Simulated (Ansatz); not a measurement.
Computed with Ansatz, DFT r2SCAN, scalar-relativistic, plane waves, PAW. All cells share a 500 eV cutoff and Γ-centred k meshes spaced at most 0.3 Å⁻¹ (0.19 for metals, 2π included).

These are static lattice energies at zero pressure. Only the structures computed here compete, so a lower one can exist. The k mesh leaves about 4 meV/atom of noise in metals. Weakly bound directions are ill-defined at this level, which has no dispersion term (MoS2 P6_3/mmc, MoS2 R3m, MoS2 R-3m, MoS2 P-3m1). No run is spin-polarised.

6 distinct structures were compared, and only named types are asked about.

(1) Which is lower for MoS2, the 2H molybdenite or the cadmium chloride structure, and by how much?

(2) Which is lower for MoS2, the cadmium iodide or the 2H molybdenite structure, and by how much?

(3) Which is lower for MoS2, the 3R molybdenite or the cadmium chloride structure, and by how much?

## Answers

(1) The 2H molybdenite structure, by 293 meV/atom. It takes 19.0 Å³/atom against 18.8.

(2) The 2H molybdenite structure, by 296 meV/atom. It takes 19.0 Å³/atom against 18.9.

(3) The 3R molybdenite structure, by 292 meV/atom. It takes 19.0 Å³/atom against 18.8.